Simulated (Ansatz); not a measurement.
**HfB2 in Ansatz: the effect of functional**

HfB2:

```
CELL_PARAMETERS angstrom
3.09756 0.00000 0.00000
-1.54878 2.68257 0.00000
0.00000 0.00000 3.43297
ATOMIC_POSITIONS crystal
Hf 0.00000 0.00000 0.00000
B 0.66667 0.33333 0.50000
B 0.33333 0.66667 0.50000
```

The cell isn't the ideal one: volume scaled by 0.96.

Alike in all runs:

* Program: Ansatz 0.2.0
* Task: single point
* Potentials or basis: Ansatz PAW
* k mesh: 10 × 10 × 8
* Occupations: fermi-dirac, width 0.05 eV
* Spin: no spin polarisation

```csv
functional,cutoff,pressure (GPa)
r2SCAN,500 eV (not typed: the program's choice for these potentials),?
PBE,420 eV (not typed: the program's choice for these potentials),12.6
LDA,420 eV (not typed: the program's choice for these potentials),0.3
```

Problem. What does the run with functional r2SCAN give?

Solution. Pressure 10.6 GPa.

Caveats: the PAW data sets come from PBE, with cores solved anew for the run's functional, which leaves a small shift of forces and pressure (some runs).
